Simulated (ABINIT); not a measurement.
# ZrC in ABINIT: the effect of target pressure

The system is ZrC.

```xyz
2
Lattice="0.0000 2.3650 2.3650 2.3650 0.0000 2.3650 2.3650 2.3650 0.0000" Properties=species:S:1:pos:R:3 pbc="T T T"
Zr    2.3650    2.3650    2.3650
C     0.0000    0.0000    0.0000
```

Alike in all runs:

```yaml
Program: ABINIT 10.8.3 (patched build)
Task: relaxation of cell and atoms
Functional: PBEsol
Potentials_or_basis: JTH PAW PBE v2.0
Cutoff: 517 eV
k_mesh: 10 × 10 × 10
Occupations: fermi-dirac, width 0.05 eV
Spin: no spin polarisation
```

Each run relaxes the cell or the atoms first.

| target pressure | relaxed volume (Å³/atom) |
| --- | --- |
| 0 GPa | 12.72 |
| 10 GPa | ? |
| 20 GPa | 11.82 |

Task: What does the run with target pressure 10 GPa give?

Result: Relaxed volume 12.23 Å³/atom.

Caveats: the PAW data sets were made with another functional, which shifts forces and pressure a little.
